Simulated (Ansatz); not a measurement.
CoSi:

```xyz
8
Lattice="4.4380 0.0000 0.0000 0.0000 4.4380 0.0000 0.0000 0.0000 4.4380" Properties=species:S:1:pos:R:3 pbc="T T T"
Co    3.8167    2.8403    1.5977
Co    2.8403    1.5977    3.8167
Co    1.5977    3.8167    2.8403
Co    0.6213    0.6213    0.6213
Si    0.6968    1.5222    2.9158
Si    1.5222    2.9158    0.6968
Si    2.9158    0.6968    1.5222
Si    3.7412    3.7412    3.7412
```

Base run:

* Program: Ansatz 0.2.0
* Functional: r2SCAN
* Potentials or basis: Ansatz PAW
* Cutoff: 500 eV
* Density cutoff: 2000 eV
* k mesh: 5 × 5 × 5
* Occupations: fermi-dirac, width 0.05 eV
* Spin: collinear spin, ferromagnetic start
* Starting moments: [2.0, 2.0, 2.0, 2.0, 0.0, 0.0, 0.0, 0.0] μB
* Hubbard terms: Co d U = 5 eV

Its results: band gap on the k mesh none (metal or under the smearing width); pressure 7.1 GPa; net moment 4.00 μB per cell; site moments Co +1.24; Si -0.08 μB; largest force 0.366 eV/Å.

Problem. The run is repeated on the same cell with these changes: k mesh from 5 × 5 × 5 to 6 × 6 × 6; hubbard terms from Co d U = 5 eV to Co d U = 5.3 eV. What comes out?

Solution. Band gap on the k mesh none (metal or under the smearing width); pressure 8.3 GPa; net moment 4.00 μB per cell; site moments Co +1.26; Si -0.09 μB; largest force 0.397 eV/Å.

Several settings changed at once, so the effect can't be laid on one alone.

Caveats: the magnetic or orbital state may not be the lowest; the PAW data sets come from PBE, with cores solved anew for the run's functional, which leaves a small shift of forces and pressure; the U is typed as a test and isn't derived for this compound.

Not every run made on this cell is shown here.
